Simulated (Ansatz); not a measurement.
## KF (F-43m) at 2 levels of theory

One geometry, relaxed with PBE; plane waves with PAW potentials in Ansatz, scalar-relativistic. No spin polarisation. Gaps are the least over mesh and band path; pressure is positive in compression.

```xyz
2
Lattice="0.0000 2.9764 2.9764 2.9764 0.0000 2.9764 2.9764 2.9764 0.0000" Properties=species:S:1:pos:R:3 pbc="T T T"
K     4.4645    4.4645    4.4645
F     0.0000    0.0000    0.0000
```

```json
{"level": "PBE", "cutoff (eV)": "420", "k mesh": "8×8×8", "gap (eV)": "5.06", "pressure (GPa)": "0.0"}
```

Question: What comes out on the same cell with r2SCAN?

Answer:
```tsv
level	cutoff (eV)	k mesh	gap (eV)	pressure (GPa)
r2SCAN	500	8×8×8	5.65	-0.9
```

The structure comes from a generated guess; another structure or a mixture of phases may lie lower.
